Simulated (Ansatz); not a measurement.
## NbC, one cell by several methods

```
CELL_PARAMETERS angstrom
0.00000 2.20000 2.20000
2.20000 0.00000 2.20000
2.20000 2.20000 0.00000
ATOMIC_POSITIONS crystal
Nb 0.00000 0.00000 0.00000
C 0.50000 0.50000 0.50000
```

Atoms are numbered in the order listed.

The cell comes from COD entry 1011323, which wasn't checked; take it as a given geometry. It is an old determination, and later ones may differ.

Spin polarisation is left out, and whether a magnetic state lies lower isn't shown here.

All numbers are computed: DFT, PBEsol, PAW with Ansatz's default frozen-core files, scalar-relativistic (Ansatz 0.2.0); DFT, PBEsol, all-electron PAW with datasets made for the crystal, scalar-relativistic (Ansatz 0.2.0); DFT, PBEsol, all-electron LAPW, scalar-relativistic (Ansatz 0.2.0).

For PAW: a Γ-centred 14×14×14 k mesh, Fermi–Dirac smearing of 0.05 eV, cutoff 420 eV, no spin polarisation; the PAW files were made with PBE, and the program remakes their frozen cores for this functional. The crystal-made all-electron datasets (AE datasets) take a cutoff of 340 eV at this cell. LAPW targets a basis error of 1 meV/atom. The Ansatz runs share mesh, smearing and spin set-up. Plane-wave (PAW) pressures include the program's estimate of the Pulay term.

Stress and pressure are positive in compression.

Levels count from the Fermi level.

```json
{"quantity": "pressure (GPa)", "PAW": "11.63", "AE datasets": "11.58", "LAPW": "11.58"}
{"quantity": "highest filled level at X (eV)", "PAW": "-1.366", "AE datasets": "-1.366", "LAPW": "-1.366"}
{"quantity": "lowest empty level at X (eV)", "PAW": "2.104", "AE datasets": "2.102", "LAPW": "2.102"}
{"quantity": "highest filled level at U (eV)", "PAW": "-0.390", "AE datasets": "-0.391", "LAPW": "-0.391"}
{"quantity": "lowest empty level at U (eV)", "PAW": "2.627", "AE datasets": "2.629", "LAPW": "2.629"}
```
